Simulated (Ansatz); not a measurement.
The system is CoO.

```
CELL_PARAMETERS angstrom
1.50547 0.86918 2.43993
-1.50547 0.86918 2.43993
0.00000 -1.73837 2.43993
ATOMIC_POSITIONS crystal
Co 0.00000 0.00000 0.00000
O 0.50000 0.50000 0.50000
```

The cell is a database's computed one.

Base run:

| Quantity | Value |
| --- | --- |
| Program | Ansatz 0.2.0 |
| Functional | r2SCAN |
| Potentials or basis | Ansatz PAW |
| Cutoff | 500 eV |
| Density cutoff | 2000 eV |
| k mesh | 11 × 11 × 11 |
| Occupations | fermi-dirac, width 0.05 eV |
| Spin | collinear spin, ferromagnetic start |
| Starting moments | [2.0, 0.0] μB |

Its results: band gap on the k mesh 0.43 eV, indirect (least direct gap 1.34 eV); pressure 0.4 GPa; net moment 3.00 μB per cell; site moments Co +2.60; O +0.28 μB.

Q: After a change of settings the same cell gave: band gap on the k mesh none (metal or under the smearing width); pressure 6.8 GPa; net moment 2.79 μB per cell; site moments Co +2.38; O +0.29 μB. Which change was it?
A. functional from r2SCAN to revPBE; cutoff from 500 eV to 420 eV; density cutoff from 2000 eV to 1680 eV
B. functional from r2SCAN to BLYP; cutoff from 500 eV to 420 eV; density cutoff from 2000 eV to 1680 eV
C. hubbard terms from none to Co d U = 1 eV; hubbard projectors from none to ortho-atomic (the default)
D. functional from r2SCAN to PBEsol; cutoff from 500 eV to 420 eV; density cutoff from 2000 eV to 1680 eV; hubbard terms from none to Co d U = 5 eV; hubbard projectors from none to ortho-atomic (the default)

A: B.

r2SCAN gives the wider gap, since meta-GGAs in the generalised Kohn-Sham scheme recover part of the derivative discontinuity.

Caveats: a cell with one magnetic atom can't hold antiferromagnetic order, which such compounds often take; the PAW data sets come from PBE, with cores solved anew for the run's functional, which leaves a small shift of forces and pressure; the magnetic or orbital state may not be the lowest (some runs); the potentials were made for another functional, which shifts forces and pressure (some runs); semilocal functionals often make such compounds metallic where correlation or magnetic order opens a gap, which also shifts bond lengths (some runs).

Not every run made on this cell is shown here.
